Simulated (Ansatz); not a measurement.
Na (Im-3m) under several functionals

Plane-wave DFT in Ansatz with scalar-relativistic PAW potentials. The same structure was relaxed (cell and atoms, symmetry kept) in separate runs at each level. No spin polarisation.

```csv
level,cutoff (eV),k mesh,V (Å³/atom),a (Å)
LDA,420,14×14×14,33.230,4.051
PBEsol,420,14×14×14,36.250,4.170
PBE,420,14×14×14,36.954,4.197
```

Q: Where does r2SCAN (500 eV, k mesh 14×14×14) fall?

A: V (Å³/atom) 37.664, a (Å) 4.223. Its volume is the largest of the set. The usual order of volumes, LDA < PBEsol < PBE, holds here (33.230, 36.250, 36.954 Å³/atom). As a rule LDA overbinds; PBEsol, built on the gradient expansion of slowly varying densities, lies between LDA and PBE; PBE's stronger gradient term for exchange weakens bonds. r2SCAN lies 1.9 % over PBE in volume.

Cost: 4 runs of about 0.88 core-minutes in all, on Intel Xeon Processor @ 2.70GHz, AMD EPYC (Zen 3), Intel Xeon Processor @ 2.10GHz (Emerald Rapids) (shared hosts).